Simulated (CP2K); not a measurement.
# TaN under changes of volume

One of the cells (10.776 Å³/atom); the others are scaled copies at fixed shape and fractional positions:

```
Ta N
1.0
     2.93800    0.00000    0.00000
    -1.46900    2.54438    0.00000
     0.00000    0.00000    2.88300
Ta N
1 1
Direct
  0.00000 0.00000 0.50000
  0.66667 0.33333 0.00000
```

| Item | Value |
| --- | --- |
| Program | CP2K 2026.2 |
| Functional | PBE |
| Potentials or basis | POTENTIAL_UZH Ta GTH-PBE-q13, N GTH-PBE-q5; TZVP-MOLOPT-PBE-GTH basis |
| Density cutoff | 6123 eV |
| k mesh | 10 × 10 × 9 |
| Occupations | fermi-dirac, width 0.05 eV |
| Spin | no spin polarisation |

```csv
volume (Å³/atom),energy over the lowest point (meV/atom),pressure (GPa)
10.129,51.81,25.6
10.345,?,?
10.560,6.60,8.6
10.776,0.00,1.3
10.991,2.67,-5.2
11.207,13.68,-11.1
11.422,32.19,-16.4
```

Problem. What does the run at 10.345 Å³/atom give?

Solution. Energy over the lowest point 23.48 meV/atom; pressure 16.7 GPa.

Worked out: A Birch-Murnaghan fit of order 3 (a polynomial in V^(-2/3)) to the other rows has its minimum at 10.82 Å³/atom with B0 = V·E''(V) = 338 GPa and B' = 4.2 at fixed shape and positions, which overstates the stiffness. It gives 23.44 meV/atom at 10.345 Å³/atom, against the run's 23.48, and -dE/dV = 16.6 GPa, against 16.7.

Energies are extrapolated to zero smearing.

Caveats: the basis of atomic orbitals isn't converged, which shifts pressures, moduli and gaps.
